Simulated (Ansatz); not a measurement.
Relaxed sheet of C:

```
CELL_PARAMETERS angstrom
2.46570 -0.00001 0.00000
1.23286 2.13535 0.00000
0.00000 0.00000 26.00154
ATOMIC_POSITIONS crystal
C 0.16562 0.16562 0.50000
C 0.49896 0.49896 0.50000
```

These are results of DFT PBE+D3(BJ), scalar-relativistic, plane waves, PAW in Ansatz, not measurements. Plane waves to 420 eV, a k mesh through Γ of 21×21×1 on the computed 2-atom cell and Gaussian smearing (0.10 eV); no spin polarisation. The sheet is isolated along c (Coulomb cut-off).

Atoms relax at each strain; stress is positive in compression. Unstrained: gap none (metal or semimetal), thickness 0.000 Å.

Problem. How does it respond to strain along y (x held) of -2, +2, +5 %?

Solution.
| strain (%) | ΔE (meV/cell) | σxx (N/m) | σyy (N/m) | gap |
| --- | --- | --- | --- | --- |
| -2 | 24.1 | 1.63 | 7.53 | not resolved |
| +2 | 22.3 | -1.31 | -6.73 | not resolved |
| +5 | 133.5 | -2.66 | -15.57 | not resolved |

Gaps are read on the k points sampled, so a band crossing between them can be missed.

The reference crystal is a form of C, which isn't its usual structure.